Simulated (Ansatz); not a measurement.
A relaxation computed with Ansatz, from input to last step.

```yaml
crystal:
  lattice:
    - [4.2463294841, 4.2463294841, 4.2463294841]
    - [0.0, -8.4926589682, 4.2463294841]
    - [4.2463294841, 0.0, -8.4926589682]
  atoms:
    - { symbol: Cu, position: [0.5357142857, 0.6428571429, 0.7142857143] }
    - { symbol: Cu, position: [0.8214285714, 0.7857142857, 0.4285714286] }
    - { symbol: Cu, position: [0.1071428571, 0.9285714286, 0.1428571429] }
    - { symbol: Cu, position: [0.6785714286, 0.2142857143, 0.5714285714] }
    - { symbol: Cu, position: [0.9642857143, 0.3571428571, 0.2857142857] }
    - { symbol: Cu, position: [0.25, 0.5, 0.0] }
    - { symbol: Cu, position: [0.5357142857, 0.1428571429, 0.2142857143] }
    - { symbol: Cu, position: [0.6785714286, 0.7142857143, 0.0714285714] }
    - { symbol: Cu, position: [0.9642857143, 0.8571428571, 0.7857142857] }
    - { symbol: Cu, position: [0.25, 0.0, 0.5] }
    - { symbol: Cu, position: [0.8214285714, 0.2857142857, 0.9285714286] }
    - { symbol: Cu, position: [0.1071428571, 0.4285714286, 0.6428571429] }
    - { symbol: Cu, position: [0.3928571429, 0.5714285714, 0.3571428571] }
    - { symbol: Cu, position: [0.3214285714, 0.7857142857, 0.9285714286] }
    - { symbol: Cu, position: [0.4642857143, 0.3571428571, 0.7857142857] }
    - { symbol: Cu, position: [0.75, 0.5, 0.5] }
    - { symbol: Cu, position: [0.0357142857, 0.6428571429, 0.2142857143] }
    - { symbol: Cu, position: [0.6071428571, 0.9285714286, 0.6428571429] }
    - { symbol: Cu, position: [0.8928571429, 0.0714285714, 0.3571428571] }
    - { symbol: Cu, position: [0.1785714286, 0.2142857143, 0.0714285714] }
    - { symbol: Cu, position: [0.75, 1.0, 1.0] }
    - { symbol: Cu, position: [0.8928571429, 0.5714285714, 0.8571428571] }
    - { symbol: Cu, position: [0.1785714286, 0.7142857143, 0.5714285714] }
    - { symbol: Cu, position: [0.4642857143, 0.8571428571, 0.2857142857] }
    - { symbol: Cu, position: [0.0357142857, 0.1428571429, 0.7142857143] }
    - { symbol: Cu, position: [0.3214285714, 0.2857142857, 0.4285714286] }
    - { symbol: Cu, position: [0.6071428571, 0.4285714286, 0.1428571429] }
    - { symbol: O, position: [0.5115917572, 0.0078169629, 0.0131277764], spin: 0.5 }
    - { symbol: O, position: [0.6428571429, 0.5714285714, 0.8571428571] }
    - { symbol: O, position: [0.9285714286, 0.7142857143, 0.5714285714] }
    - { symbol: O, position: [0.2142857143, 0.8571428571, 0.2857142857] }
    - { symbol: O, position: [0.7857142857, 0.1428571429, 0.7142857143] }
    - { symbol: O, position: [0.0714285714, 0.2857142857, 0.4285714286] }
    - { symbol: O, position: [0.3571428571, 0.4285714286, 0.1428571429] }
    - { symbol: O, position: [0.1428571429, 0.5714285714, 0.8571428571] }
    - { symbol: O, position: [0.2629837538, 0.1315504072, 0.6995252521], spin: 0.5 }
    - { symbol: O, position: [0.5714285714, 0.2857142857, 0.4285714286] }
    - { symbol: O, position: [0.8571428571, 0.4285714286, 0.1428571429] }
    - { symbol: O, position: [0.4285714286, 0.7142857143, 0.5714285714] }
    - { symbol: O, position: [0.7142857143, 0.8571428571, 0.2857142857] }
    - { symbol: O, position: [1.0, 0.0, 0.0] }
  host:
    lattice:
      - [4.2463294841, 0.0, 0.0]
      - [0.0, 4.2463294841, 0.0]
      - [0.0, 0.0, 4.2463294841]
    atoms:
      - { symbol: Cu, position: [0.25, 0.25, 0.75] }
      - { symbol: Cu, position: [0.75, 0.25, 0.25] }
      - { symbol: Cu, position: [0.25, 0.75, 0.25] }
      - { symbol: Cu, position: [0.75, 0.75, 0.75] }
      - { symbol: O, position: [0.5, 0.5, 0.5] }
      - { symbol: O, position: [0.0, 0.0, 0.0] }
basis:
  ecutwfc: 500
  xc_grid: 3
kpoints:
  mp_grid: { grid: [2, 2, 2], shift: [0.5, 0.5, 0.5] }
hamiltonian:
  xc: r2scan
scf:
  occupations: { method: gaussian, width: 0.01 }
output:
  forces: true
  stress: false
  eigenvalues: true
  populations: true
  charged_corrections:
    defect_position: [0.39285714, 0.07142857, 0.85714286]
    epsilon: [[9.1658, 0.0, 0.0], [0.0, 9.1658, 0.0], [0.0, 0.0, 9.1658]]
  write_density: true
  write_potential: true
  elf: true
  volumetric_format: npy
magnetization:
  spin_polarized: true
relax:
  adjacent_minimum: "off"
  f_tol: 0.025
  max_steps: 45
```

```bash
ansatz run input.yaml --threads 8 --pin off --max-ram 20480MiB --backend cpu --events-out ev --progress --plain --runs-dir out
```

Computed with Ansatz, DFT r2SCAN, scalar-relativistic, plane waves, PAW.

The cell holds a point defect: Cu vacancy (site c), neutral.

Of 5 frames 5 are shown, positions in Å and forces in eV/Å; the SCF threshold varies from step to step.

```xyz
41
Lattice="4.2463 4.2463 4.2463 0.0000 -8.4927 4.2463 4.2463 0.0000 -8.4927" Properties=species:S:1:pos:R:3:forces:R:3 pbc="T T T" step=1 free_energy_over_end_meV_per_atom=8.58
Cu    5.3079   -3.1847   -1.0616    0.0018   -0.0295   -0.0199
Cu    5.3079   -3.1847    3.1847   -0.0141    0.0079   -0.0114
Cu    1.0616   -7.4311    3.1847   -0.0059   -0.0036    0.0270
Cu    5.3079    1.0616   -1.0616   -0.0005   -0.0067   -0.0456
Cu    5.3079    1.0616    3.1847    0.0022    0.0032    0.0077
Cu    1.0616   -3.1847    3.1847    0.0026    0.0259    0.0224
Cu    3.1847    1.0616    1.0616    0.4358   -0.2773   -0.3716
Cu    3.1847   -3.1847    5.3079   -0.0029   -0.0069   -0.0069
Cu    7.4311   -3.1847    1.0616   -0.0196   -0.0039   -0.0592
Cu    3.1847    1.0616   -3.1847   -0.3738    0.1551    0.2206
Cu    7.4311    1.0616   -3.1847    0.0111    0.0057    0.0534
Cu    3.1847   -3.1847   -3.1847    0.0061    0.0026    0.0079
Cu    3.1847   -3.1847    1.0616    0.0015    0.0003    0.0020
Cu    5.3079   -5.3079   -3.1847    0.8091   -0.6675    0.5940
Cu    5.3079   -1.0616   -3.1847   -1.0253    0.7927   -0.8125
Cu    5.3079   -1.0616    1.0616   -0.0113    0.0130   -0.0023
Cu    1.0616   -5.3079    1.0616    0.0176   -0.0163    0.0028
Cu    5.3079   -5.3079    1.0616    0.0204    0.0355    0.0726
Cu    5.3079    3.1847    1.0616   -0.0104   -0.0016    0.0078
Cu    1.0616   -1.0616    1.0616   -0.0178   -0.0385   -0.0781
Cu    7.4311   -5.3079   -1.0616   -0.0332   -0.1635   -0.2422
Cu    7.4311   -1.0616   -1.0616    0.0025   -0.0005    0.0030
Cu    3.1847   -5.3079   -1.0616   -0.0374    0.0471   -0.0138
Cu    3.1847   -5.3079    3.1847   -0.0070    0.0113   -0.0073
Cu    3.1847   -1.0616   -5.3079   -0.6031   -0.5154   -0.4373
Cu    3.1847   -1.0616   -1.0616    0.0112   -0.0050   -0.0008
Cu    3.1847   -1.0616    3.1847    0.0340   -0.0484    0.0175
O     2.2281    2.1060    2.0941   -1.3362    0.9642    0.1640
O     6.3695   -2.1232   -2.1232    0.0821    0.0175    0.0176
O     6.3695   -2.1232    2.1232    0.0967    0.0114   -0.0192
O     2.1232   -6.3695    2.1232    0.0136    0.1038    0.0476
O     6.3695    2.1232   -2.1232    0.0131   -0.1055   -0.2252
O     2.1232   -2.1232   -2.1232    0.0043   -0.0592    0.0433
O     2.1232   -2.1232    2.1232    0.0032    0.0948    0.0038
O     4.2463   -4.2463   -4.2463   -0.0788   -0.0017   -0.0044
O     4.0871   -0.0005   -4.2655    2.1118   -0.2751    0.8853
O     4.2463    0.0000    0.0000    0.0201   -0.0963   -0.0192
O     4.2463    0.0000    4.2463   -0.1081   -0.0054    0.0186
O     4.2463   -4.2463    0.0000   -0.0019   -0.0964   -0.0022
O     4.2463   -4.2463    4.2463   -0.0040    0.0590   -0.0385
O     4.2463    4.2463    4.2463   -0.0097    0.0734    0.1987
41
Lattice="4.2463 4.2463 4.2463 0.0000 -8.4927 4.2463 4.2463 0.0000 -8.4927" Properties=species:S:1:pos:R:3:forces:R:3 pbc="T T T" step=2 free_energy_over_end_meV_per_atom=4.22
Cu    5.3061   -3.1779   -1.0713    0.0091   -0.0153   -0.0146
Cu    5.3103   -3.1784    3.1795   -0.0054    0.0003   -0.0078
Cu    1.0619   -7.4406    3.1809   -0.0029    0.0004    0.0212
Cu    5.3067    1.0698   -1.0606   -0.0010   -0.0055   -0.0309
Cu    5.3041    1.0562    3.1894   -0.0017    0.0055    0.0047
Cu    1.0631   -3.1910    3.1940   -0.0070    0.0142    0.0146
Cu    3.1664    1.0660    1.0718    0.3024   -0.1620   -0.2388
Cu    3.1803   -3.1752    5.3014   -0.0041    0.0013   -0.0006
Cu    7.4247   -3.1837    1.0486   -0.0214   -0.0084   -0.0467
Cu    3.2050    1.0575   -3.1904   -0.2787    0.0826    0.1290
Cu    7.4359    1.0571   -3.1762    0.0189    0.0093    0.0449
Cu    3.1877   -3.1908   -3.1771    0.0045   -0.0030    0.0020
Cu    3.1848   -3.1857    1.0608    0.0007    0.0003    0.0008
Cu    5.3113   -5.3286   -3.1665    0.5578   -0.4682    0.4185
Cu    5.3006   -1.0385   -3.2016   -0.7290    0.5752   -0.5973
Cu    5.3041   -1.0521    1.0605   -0.0119    0.0124   -0.0030
Cu    1.0666   -5.3178    1.0617    0.0146   -0.0135    0.0029
Cu    5.3175   -5.2986    1.0674    0.0123    0.0334    0.0576
Cu    5.3065    3.1860    1.0631   -0.0065   -0.0011    0.0045
Cu    1.0518   -1.0733    1.0517   -0.0119   -0.0345   -0.0588
Cu    7.4104   -5.3188   -1.0684   -0.0045   -0.1156   -0.1669
Cu    7.4304   -1.0601   -1.0609    0.0015   -0.0016    0.0012
Cu    3.1866   -5.3014   -1.0659   -0.0342    0.0407   -0.0047
Cu    3.1876   -5.3075    3.1838   -0.0012    0.0036   -0.0091
Cu    3.2064   -1.0555   -5.3063   -0.4289   -0.3156   -0.2514
Cu    3.1817   -1.0593   -1.0590    0.0030    0.0005    0.0039
Cu    3.1827   -1.0701    3.1867    0.0326   -0.0417    0.0059
O     2.1745    2.0875    2.1238   -0.9241    0.6498    0.0721
O     6.3619   -2.1067   -2.1351    0.0401    0.0207    0.0107
O     6.3727   -2.1163    2.1156    0.0721    0.0038   -0.0144
O     2.1327   -6.3791    2.1220    0.0087    0.0503    0.0305
O     6.3794    2.1281   -2.1197    0.0121   -0.0559   -0.1259
O     2.1206   -2.1270   -2.1191   -0.0046   -0.0313    0.0109
O     2.1169   -2.1262    2.1223    0.0020    0.0687   -0.0098
O     4.2523   -4.2591   -4.2334   -0.0362   -0.0089   -0.0042
O     4.1517    0.0191   -4.2791    1.4861   -0.2489    0.6259
O     4.2378    0.0113    0.0031    0.0119   -0.0415   -0.0079
O     4.2434   -0.0094    4.2514   -0.0751   -0.0071    0.0163
O     4.2522   -4.2446   -0.0016   -0.0022   -0.0692    0.0117
O     4.2477   -4.2394    4.2441    0.0086    0.0301   -0.0124
O     4.2354    4.2377    4.2379   -0.0062    0.0458    0.1155
41
Lattice="4.2463 4.2463 4.2463 0.0000 -8.4927 4.2463 4.2463 0.0000 -8.4927" Properties=species:S:1:pos:R:3:forces:R:3 pbc="T T T" step=3 free_energy_over_end_meV_per_atom=0.45
Cu    5.3018   -3.1603   -1.0918    0.0025    0.0009    0.0197
Cu    5.3174   -3.1686    3.1657    0.0156   -0.0069    0.0013
Cu    1.0602   -7.4712    3.1646   -0.0011    0.0049    0.0045
Cu    5.3051    1.0993   -1.0485    0.0059    0.0028    0.0045
Cu    5.2947    1.0475    3.2022   -0.0117    0.0013    0.0007
Cu    1.0659   -3.2055    3.2098   -0.0041   -0.0017   -0.0225
Cu    3.1253    1.0890    1.0952    0.0150   -0.0226    0.0111
Cu    3.1667   -3.1538    5.2853    0.0108    0.0061   -0.0081
Cu    7.4031   -3.1879    1.0057   -0.0223   -0.0021   -0.0049
Cu    3.2485    1.0306   -3.2107   -0.0153   -0.0016   -0.0448
Cu    7.4559    1.0585   -3.1360    0.0277    0.0082    0.0080
Cu    3.1976   -3.2075   -3.1625   -0.0100   -0.0092    0.0051
Cu    3.1844   -3.1851    1.0590   -0.0010    0.0001   -0.0004
Cu    5.3166   -5.3833   -3.1293   -0.1244    0.1406   -0.1433
Cu    5.2869   -0.9817   -3.2467    0.3589   -0.3960    0.3922
Cu    5.2924   -1.0240    1.0597    0.0049   -0.0041    0.0094
Cu    1.0809   -5.3473    1.0613   -0.0059    0.0049   -0.0065
Cu    5.3421   -5.2649    1.1004   -0.0049    0.0162    0.0117
Cu    5.3030    3.1871    1.0653    0.0046    0.0008   -0.0033
Cu    1.0257   -1.1059    1.0157    0.0026   -0.0167   -0.0120
Cu    7.3619   -5.3554   -1.0981   -0.0153   -0.0610   -0.0243
Cu    7.4285   -1.0573   -1.0632    0.0001   -0.0013   -0.0005
Cu    3.1885   -5.2848   -1.0714   -0.0264    0.0145    0.0047
Cu    3.1971   -5.3185    3.1770    0.0117   -0.0029   -0.0080
Cu    3.2520   -1.0281   -5.2735   -0.0654    0.0002   -0.0371
Cu    3.1724   -1.0446   -1.0526   -0.0165    0.0005    0.0117
Cu    3.1806   -1.0886    3.1901    0.0322   -0.0109   -0.0063
O     2.0385    2.0386    2.1838    0.1270   -0.0559    0.1669
O     6.3390   -2.0657   -2.1655   -0.0137   -0.0286    0.0269
O     6.3810   -2.1020    2.0944    0.0225    0.0099   -0.0162
O     2.1561   -6.4173    2.1128    0.0074    0.0123   -0.0005
O     6.4070    2.1562   -2.0871    0.0227   -0.0104   -0.0274
O     2.1156   -2.1335   -2.1135    0.0362   -0.0215    0.0084
O     2.1009   -2.1294    2.1139   -0.0012    0.0247    0.0150
O     4.2706   -4.2931   -4.2081    0.0120    0.0118   -0.0194
O     4.3214    0.0599   -4.3041   -0.3028    0.4200   -0.3054
O     4.2161    0.0509    0.0138    0.0015   -0.0364   -0.0123
O     4.2364   -0.0279    4.2712   -0.0305    0.0067    0.0188
O     4.2671   -4.2401    0.0026    0.0102   -0.0265   -0.0184
O     4.2510   -4.2293    4.2393   -0.0452    0.0186   -0.0008
O     4.2045    4.2086    4.2028   -0.0138    0.0108    0.0017
41
Lattice="4.2463 4.2463 4.2463 0.0000 -8.4927 4.2463 4.2463 0.0000 -8.4927" Properties=species:S:1:pos:R:3:forces:R:3 pbc="T T T" step=4 free_energy_over_end_meV_per_atom=0.03
Cu    5.3003   -3.1837   -1.0664    0.0055    0.0085   -0.0126
Cu    5.3258   -3.1746    3.1650    0.0007   -0.0046    0.0067
Cu    1.0558   -7.4651    3.1607    0.0005   -0.0024   -0.0021
Cu    5.3083    1.0961   -1.0413    0.0031    0.0014    0.0008
Cu    5.2886    1.0511    3.2010    0.0026    0.0044   -0.0074
Cu    1.0690   -3.1876    3.1884   -0.0023   -0.0034    0.0109
Cu    3.1268    1.0747    1.1025   -0.0161    0.0162   -0.0040
Cu    3.1731   -3.1628    5.2935   -0.0041    0.0030   -0.0059
Cu    7.3924   -3.1957    0.9927    0.0050   -0.0017    0.0038
Cu    3.2350    1.0475   -3.2274    0.0435   -0.0391   -0.0088
Cu    7.4674    1.0736   -3.1208   -0.0123    0.0002   -0.0003
Cu    3.1983   -3.2108   -3.1717    0.0037    0.0014    0.0086
Cu    3.1820   -3.1831    1.0600   -0.0005    0.0000    0.0009
Cu    5.3182   -5.3688   -3.1503    0.0175   -0.0211    0.0162
Cu    5.3002   -1.0060   -3.2162   -0.0579    0.0550   -0.0524
Cu    5.2910   -1.0308    1.0593   -0.0037    0.0024   -0.0036
Cu    1.0754   -5.3369    1.0623    0.0045   -0.0045    0.0034
Cu    5.3339   -5.2674    1.1177   -0.0010   -0.0088   -0.0013
Cu    5.3084    3.1837    1.0600    0.0000    0.0016   -0.0027
Cu    1.0288   -1.1014    1.0007    0.0038    0.0063    0.0036
Cu    7.3682   -5.3731   -1.1037   -0.0155    0.0003   -0.0080
Cu    7.4347   -1.0643   -1.0603   -0.0044    0.0008   -0.0031
Cu    3.1699   -5.2858   -1.0683    0.0096   -0.0103   -0.0015
Cu    3.2008   -5.3162    3.1711    0.0015   -0.0018    0.0002
Cu    3.2392   -0.9971   -5.2709    0.0400    0.0079    0.0305
Cu    3.1661   -1.0524   -1.0509    0.0031    0.0018    0.0018
Cu    3.1960   -1.0814    3.1869   -0.0134    0.0055    0.0032
O     2.0355    2.0380    2.1786    0.0034    0.0111   -0.0230
O     6.3444   -2.0966   -2.1376   -0.0155    0.0040   -0.0121
O     6.3824   -2.1074    2.0875    0.0028    0.0123   -0.0077
O     2.1505   -6.4083    2.1102    0.0011   -0.0001    0.0029
O     6.4094    2.1620   -2.0748    0.0035   -0.0033    0.0095
O     2.1182   -2.1420   -2.1179    0.0119   -0.0016   -0.0030
O     2.1104   -2.1081    2.1062    0.0065   -0.0037    0.0079
O     4.2772   -4.2769   -4.2296    0.0071    0.0070    0.0037
O     4.3276    0.0786   -4.2998    0.0001   -0.0437    0.0578
O     4.2148    0.0404    0.0119   -0.0029    0.0006   -0.0098
O     4.2314   -0.0157    4.2784   -0.0070   -0.0068    0.0049
O     4.2530   -4.2588    0.0139   -0.0066    0.0055   -0.0052
O     4.2522   -4.2298    4.2375   -0.0150    0.0008    0.0044
O     4.2000    4.2068    4.1911   -0.0022   -0.0017   -0.0062
41
Lattice="4.2463 4.2463 4.2463 0.0000 -8.4927 4.2463 4.2463 0.0000 -8.4927" Properties=species:S:1:pos:R:3:forces:R:3 pbc="T T T" step=5 free_energy_over_end_meV_per_atom=0.00
Cu    5.2971   -3.1827   -1.0705    0.0014    0.0010   -0.0009
Cu    5.3261   -3.1740    3.1667    0.0002    0.0006   -0.0011
Cu    1.0560   -7.4686    3.1614   -0.0009    0.0010   -0.0003
Cu    5.3116    1.0981   -1.0411   -0.0005   -0.0013    0.0015
Cu    5.2863    1.0495    3.2013    0.0001   -0.0005    0.0005
Cu    1.0686   -3.1873    3.1915   -0.0003   -0.0016    0.0010
Cu    3.1258    1.0782    1.0928   -0.0002   -0.0017    0.0006
Cu    3.1681   -3.1579    5.2903   -0.0016    0.0003    0.0007
Cu    7.3939   -3.1967    0.9939   -0.0014    0.0007   -0.0005
Cu    3.2421    1.0435   -3.2189   -0.0005    0.0041   -0.0007
Cu    7.4656    1.0729   -3.1189    0.0015   -0.0011   -0.0003
Cu    3.1987   -3.2123   -3.1688   -0.0001   -0.0010   -0.0003
Cu    3.1831   -3.1850    1.0604   -0.0001   -0.0003    0.0009
Cu    5.3167   -5.3709   -3.1530    0.0021   -0.0015    0.0010
Cu    5.2968   -0.9994   -3.2195   -0.0028    0.0034   -0.0022
Cu    5.2906   -1.0304    1.0570   -0.0007    0.0000   -0.0009
Cu    1.0762   -5.3403    1.0639    0.0008   -0.0008    0.0007
Cu    5.3367   -5.2690    1.1185   -0.0011    0.0016    0.0008
Cu    5.3069    3.1843    1.0606   -0.0010   -0.0007    0.0003
Cu    1.0300   -1.1012    1.0023    0.0005   -0.0008   -0.0007
Cu    7.3645   -5.3720   -1.1063   -0.0006   -0.0006   -0.0001
Cu    7.4294   -1.0620   -1.0627   -0.0003   -0.0004   -0.0001
Cu    3.1745   -5.2898   -1.0694    0.0007   -0.0005    0.0002
Cu    3.2015   -5.3174    3.1732   -0.0001   -0.0002   -0.0002
Cu    3.2496   -0.9975   -5.2658   -0.0002   -0.0003   -0.0011
Cu    3.1653   -1.0532   -1.0529    0.0005   -0.0002    0.0015
Cu    3.1916   -1.0804    3.1903   -0.0004   -0.0001    0.0003
O     2.0368    2.0381    2.1722   -0.0009    0.0017    0.0008
O     6.3375   -2.0926   -2.1417    0.0024    0.0019    0.0015
O     6.3822   -2.1068    2.0864   -0.0015   -0.0021    0.0001
O     2.1521   -6.4113    2.1126    0.0008   -0.0005    0.0001
O     6.4152    2.1656   -2.0699    0.0006    0.0017    0.0000
O     2.1164   -2.1437   -2.1178   -0.0015    0.0015   -0.0012
O     2.1114   -2.1098    2.1076   -0.0001   -0.0008   -0.0026
O     4.2749   -4.2779   -4.2300   -0.0008   -0.0010   -0.0016
O     4.3319    0.0852   -4.2990    0.0001   -0.0050    0.0011
O     4.2155    0.0403    0.0073    0.0000    0.0011    0.0003
O     4.2303   -0.0176    4.2814    0.0019    0.0019    0.0005
O     4.2549   -4.2605    0.0136   -0.0001   -0.0004    0.0012
O     4.2498   -4.2274    4.2395    0.0046    0.0007   -0.0028
O     4.1983    4.2038    4.1908   -0.0004    0.0005    0.0021
```

The run took 5.7 min on 8 threads of Intel(R) Xeon(R) 6975P-C (Granite Rapids), on a shared host, peak memory 8.9 GiB.